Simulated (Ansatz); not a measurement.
## FeSi2 under pressure

Computed with DFT PBEsol, scalar-relativistic, plane waves, PAW (Ansatz 0.2.0). Cutoff 420 eV, 16×16×8 k-points (Γ-centred), Fermi-Dirac smearing of 0.15 eV. No spin polarisation. Phonons by linear response, acoustic sum rule imposed.

Relaxed structure:
```cif
data_structure
_symmetry_space_group_name_H-M 'P 1'
_symmetry_Int_Tables_number 1
_cell_length_a 2.6794
_cell_length_b 2.6794
_cell_length_c 5.1048
_cell_angle_alpha 90.000
_cell_angle_beta 90.000
_cell_angle_gamma 90.000
_cell_volume 36.65
loop_
_atom_site_label
_atom_site_type_symbol
_atom_site_fract_x
_atom_site_fract_y
_atom_site_fract_z
_atom_site_occupancy
Fe1 Fe 0.00000 0.00000 0.00000 1
Si1 Si 0.50000 0.50000 0.27161 1
Si2 Si 0.50000 0.50000 0.72839 1
```

In a metal, frequencies and elastic constants depend on the k mesh and the smearing, soft modes and shear constants most. Spin polarisation was left out, and a magnetic state may lie lower.

Question: The cell is relaxed again at 3 and 10 GPa. How do volume, gap and optical modes at Γ (cm⁻¹, counted from the lowest optical one; a degenerate one stands once) change?

Answer:
|  | 0 GPa | 3 GPa | 10 GPa |
| --- | --- | --- | --- |
| V/V0 | 1.000 | 0.985 | 0.954 |
| gap (eV) | 0.00 | 0.00 | 0.00 |
| mode 1 | 229 | 233 | 240 |
| mode 3 | 292 | 301 | 319 |
| mode 5 | 363 | 371 | 389 |
| mode 6 | 553 | 565 | 593 |